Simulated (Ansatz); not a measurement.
Au under changes of volume

One of the cells (17.651 Å³/atom); the others are scaled copies at fixed shape and fractional positions:

```
Au
1.0
     1.41131   -2.55593    0.00000
     1.41131    2.55593    0.00000
     0.00000    0.00000    4.89317
Au
2
Direct
  0.33467 0.66533 0.25000
  0.66533 0.33467 0.75000
```

This isn't the form of Au at room conditions, which is fcc.

* Program: Ansatz 0.2.0
* Functional: PBEsol
* Potentials or basis: Ansatz PAW
* Cutoff: 420 eV (not typed: the program's choice for these potentials)
* k mesh: 11 × 11 × 6
* Occupations: fermi-dirac, width 0.05 eV
* Spin: no spin polarisation

```csv
volume (Å³/atom),energy over the lowest point (meV/atom),pressure (GPa),largest force (eV/Å)
16.592,7.10,5.3,0.043
16.945,0.00,1.3,0.035
17.298,1.15,-2.2,0.028
17.651,?,?,?
18.004,23.97,-7.9,0.014
18.357,43.87,-10.1,0.006
18.710,68.41,-12.1,0.000
```

**Question.** What does the run at 17.651 Å³/atom give?

**Answer.** Energy over the lowest point 9.46 meV/atom; pressure -5.2 GPa; largest force 0.021 eV/Å.

Worked out: A Birch-Murnaghan fit of order 3 (a polynomial in V^(-2/3)) to the other rows has its minimum at 17.07 Å³/atom with B0 = V·E''(V) = 172 GPa and B' = 5.8 at fixed shape and positions, which overstates the stiffness. It gives 9.46 meV/atom at 17.651 Å³/atom, against the run's 9.46, and -dE/dV = -5.2 GPa, against -5.2.

Energies are extrapolated to zero smearing.

Caveats: the PAW data sets come from PBE, with cores solved anew for the run's functional, which leaves a small shift of forces and pressure.
